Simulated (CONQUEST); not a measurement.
A run of CONQUEST 1.3:

Conquest_input

```
IO.Title HgTe
IO.Coordinates coords.dat
IO.FractionalAtomicCoords T
IO.Iprint 2
IO.Iprint_init 1
General.NumberOfSpecies 2
General.PseudopotentialType hamann
AtomMove.TypeOfRun static
AtomMove.FullStress T
Grid.GridCutoff 120
DM.SolutionMethod diagon
Diag.MPMesh T
Diag.GammaCentred T
Diag.MPMeshX 5
Diag.MPMeshY 5
Diag.MPMeshZ 4
Diag.kT 0.00183747
minE.SCTolerance 1e-6
SC.MaxIters 100
IO.AtomChargeOutput T
%block ChemicalSpeciesLabel
1 200.590 Hg
2 127.600 Te
%endblock
```

Contents of coords.dat:

```
    8.5906751129     0.0000000000     0.0000000000
    0.0000000000     8.5906751129     0.0000000000
    0.0000000000     0.0000000000    12.1490492552
4
  0.0000000000   0.0000000000   0.0000000000 1 T T T
  0.5000000000   0.5000000000   0.5000000000 1 T T T
  0.0000000000   0.5000000000   0.2500000000 2 T T T
  0.5000000000   0.0000000000   0.7500000000 2 T T T
```

Potentials or basis: PseudoDojo NC PBE, SZP, grid cutoff 120 Ha.

Run with:

```console
$ Conquest
```

Hardware: 1 thread of Intel(R) Xeon(R) Platinum 8488C (Sapphire Rapids), with other jobs on the host.

Question: How long does it take, and how much memory?

Answer: Wall time 24 s on 1 thread of Intel(R) Xeon(R) Platinum 8488C (Sapphire Rapids), on a shared host, peak memory 0.51 GiB. Counts: scf iterations 6, k points 51, basis 54.
